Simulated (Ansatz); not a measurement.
Steps from a short run of molecular dynamics on a 2×2×1 supercell (12 atoms) of SnS2 (P-3m1), relaxed with r2SCAN+rVV10; forces from r2SCAN in the PAW code Ansatz, 3×3×2 mesh, Fermi-Dirac smearing of 0.052 eV, Langevin thermostat and barostat (NPT), set at 600 K. Classical nuclei, no spin polarisation; a few dozen steps show the first response, not equilibrium.

Task: At 2 fs the positions in Å are
```
cell (Å): 7.323 0.000 0.000; -3.662 6.342 0.000; 0.000 0.000 5.963
Sn   0.000  -0.004   0.002
S   -0.013   2.116   1.459
S    1.840   1.051   4.496
Sn  -1.828   3.176  -0.001
S   -1.828   5.282   1.454
S    0.002   4.224   4.482
Sn   3.659   0.000   0.004
S    3.657   2.130   1.466
S    5.478   1.055   4.498
Sn   1.834   3.172   0.004
S    1.833   5.282   1.466
S    3.666   4.209   4.502
```
What are the forces, and how far does the free energy (smearing included) lie above that of step 0, with the atoms on their sites?

Result: 0.6 meV an atom; forces in eV/Å:
```
cell (Å), as above: 7.323 0.000 0.000; -3.662 6.342 0.000; 0.000 0.000 5.963
Sn  -0.042   0.050  -0.158
S    0.082  -0.035   0.001
S   -0.102   0.021   0.108
Sn   0.000  -0.098  -0.114
S   -0.007   0.040   0.097
S    0.027   0.014   0.201
Sn   0.062   0.019  -0.081
S    0.019  -0.108  -0.008
S    0.101  -0.031   0.094
Sn  -0.078  -0.045  -0.106
S   -0.025   0.030  -0.033
S   -0.037   0.144  -0.001
```

Task: At 12 fs the positions in Å are
```
cell (Å): 7.345 0.000 0.000; -3.672 6.361 0.000; 0.000 0.000 5.981
Sn   0.009  -0.026   0.007
S   -0.073   2.113   1.459
S    1.888   1.023   4.514
Sn  -1.813   3.214  -0.003
S   -1.823   5.277   1.411
S    0.024   4.217   4.423
Sn   3.654  -0.005   0.028
S    3.629   2.208   1.493
S    5.424   1.040   4.509
Sn   1.863   3.184   0.021
S    1.841   5.287   1.469
S    3.688   4.142   4.524
```
What are the forces, and how far does the free energy (smearing included) lie above that of step 0, with the atoms on their sites?

Result: 18.3 meV an atom; forces in eV/Å:
```
cell (Å), as above: 7.345 0.000 0.000; -3.672 6.361 0.000; 0.000 0.000 5.981
Sn  -0.386   0.298  -0.677
S    0.423  -0.092  -0.110
S   -0.535   0.093   0.266
Sn  -0.033  -0.743  -0.597
S   -0.047   0.226   0.689
S    0.013   0.002   0.948
Sn   0.469   0.186  -0.356
S    0.257  -0.570  -0.046
S    0.525  -0.030   0.396
Sn  -0.542  -0.175  -0.385
S   -0.083   0.109  -0.036
S   -0.061   0.696  -0.091
```

Task: At 18 fs the positions in Å are
```
cell (Å): 7.360 0.000 0.000; -3.680 6.374 0.000; 0.000 0.000 5.993
Sn   0.023  -0.040   0.010
S   -0.094   2.099   1.464
S    1.896   1.001   4.537
Sn  -1.801   3.234  -0.011
S   -1.817   5.270   1.394
S    0.043   4.215   4.396
Sn   3.660  -0.007   0.041
S    3.611   2.243   1.515
S    5.394   1.029   4.537
Sn   1.881   3.182   0.032
S    1.845   5.284   1.471
S    3.707   4.116   4.540
```
What are the forces, and how far does the free energy (smearing included) lie above that of step 0, with the atoms on their sites?

Result: 34.4 meV an atom; forces in eV/Å:
```
cell (Å), as above: 7.360 0.000 0.000; -3.680 6.374 0.000; 0.000 0.000 5.993
Sn  -0.624   0.345  -0.753
S    0.485  -0.063  -0.209
S   -0.623   0.154   0.241
Sn  -0.013  -1.069  -0.714
S   -0.053   0.318   0.950
S   -0.025  -0.045   1.290
Sn   0.596   0.206  -0.357
S    0.445  -0.781  -0.086
S    0.759   0.024   0.358
Sn  -0.761  -0.141  -0.519
S   -0.076   0.174  -0.061
S   -0.110   0.879  -0.141
```
